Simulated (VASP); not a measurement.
A run of VASP 6.6.1:

INCAR

```
SYSTEM = H4C
PREC = Accurate
ENCUT = 520
EDIFF = 1E-7
ISMEAR = -1
SIGMA = 0.05
LREAL = Auto
LASPH = .TRUE.
NELM = 80
ALGO = Fast
ISIF = 2
LWAVE = .FALSE.
LCHARG = .FALSE.
GGA = CA
NBANDS = 58
```

File KPOINTS:

```
Automatic mesh
0
G
  1 1 1
  0 0 0
```

Contents of POSCAR:

```
H4C
1.0
    7.6834750000      0.0000000000      0.0000000000
    0.0000000000      7.6834750000      0.0000000000
    0.0000000000      0.0000000000      7.6834750000
C H
8 32
Direct
    0.9442843310      0.1858890867      0.1514720636
    0.6500505326      0.8497554818      0.2197886603
    0.0963028597      0.6280040890      0.4033185071
    0.1440537510      0.9284522081      0.8506618537
    0.6095096786      0.4795991663      0.6119494705
    0.6398071865      0.9925161610      0.6741471388
    0.5045561941      0.3012417862      0.2503171478
    0.1757394617      0.1749503217      0.4906534234
    0.9972612834      0.0592987140      0.1924006265
    0.8811118260      0.2473102097      0.2647817951
    0.8497601326      0.1659402418      0.0457341622
    1.0514064491      0.2700108731      0.1068389904
    0.7427537182      0.7711529092      0.2952172491
    0.5195399895      0.8388054278      0.2772159049
    0.6476679712      0.8042333692      0.0842958760
    0.6912180457      0.9863807313      0.2230383957
    0.1994671049      0.5505769390      0.3418575493
   -0.0301184632      0.5878880557      0.3496927890
    0.1186241284      0.7664606161      0.3767691222
    0.0977998607      0.6050248496      0.5445233019
    0.2238727811      1.0295594876      0.9128789513
    0.0522323827      0.8740187360      0.9462007443
    0.2295723020      0.8254753573      0.7992094077
    0.0709664929      0.9872025153      0.7426329654
    0.6791338976      0.5604036960      0.7071877465
    0.5205852209      0.3879653754      0.6780856470
    0.7028928516      0.4044314248      0.5343748923
    0.5331545923      0.5619938218      0.5234716168
    0.6942012796      1.0932955191      0.7596257499
    0.5782416169      0.8904155084      0.7529009501
    0.7437365298      0.9359810938      0.5939880410
    0.5411816247      1.0505989856      0.5884955413
    0.5403908002      0.2171867200      0.3603587646
    0.4484134972      0.2202687594      0.1464438647
    0.6198012364      0.3729270620      0.2046853624
    0.4078090466      0.3953573061      0.2979732141
    0.2886607837      0.1672567718      0.5778153050
    0.2177968159      0.2143820082      0.3605413918
    0.0825512095      0.2715313210      0.5399592315
    0.1125507968      0.0473893932      0.4810634850
```

Potentials or basis: VASP PAW LDA potentials, release 64 (C, H).

Launch:

```sh
$ cat potpaw_LDA.64/C/POTCAR potpaw_LDA.64/H/POTCAR > POTCAR
$ mpirun -np 1 vasp_gam > vasp.out
```

Hardware: 1 thread of Intel(R) Xeon(R) Platinum 8259CL CPU @ 2.50GHz (Skylake/Cascade Lake), on a shared host.

Q: How long does it take, and how much memory?

A: Wall time 57 s on 1 thread of Intel(R) Xeon(R) Platinum 8259CL CPU @ 2.50GHz (Skylake/Cascade Lake), on a shared host, peak memory 0.33 GiB. Counts: scf iterations 20, k points 1.
